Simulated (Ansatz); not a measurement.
Crystal: InSe.

```
CELL_PARAMETERS angstrom
4.04733 0.00000 0.00000
-2.02366 3.50509 0.00000
0.00000 0.00000 18.05206
ATOMIC_POSITIONS crystal
In 0.33333 0.66667 0.07739
In 0.33333 0.66667 0.92261
In 0.00000 0.00000 0.42261
In 0.00000 0.00000 0.57739
Se 0.33333 0.66667 0.35298
Se 0.33333 0.66667 0.64702
Se 0.66667 0.33333 0.14700
Se 0.66667 0.33333 0.85300
```

Measurements of this composition are mostly on another form, of space group No. 160.

Program: Ansatz 0.2.0. Alike in all runs: task band structure; potentials or basis Ansatz PAW; no spin polarisation; cell as given; k mesh 6 × 6 × 2; cutoff (eV) 420; smearing fermi-dirac 0.05 eV.

Q: Order these runs on this cell by their pressure, lowest first.
A. level RPBE
B. level PBE
C. level PBEsol

A: C (-0.8 GPa), B (1.4 GPa), A (3.0 GPa).

Caveats: this functional lacks dispersion, which binds the layers, so the pressure and a relaxed spacing across them are unreliable; the PAW data sets come from PBE, with cores solved anew for the run's functional, which leaves a small shift of forces and pressure (some runs).
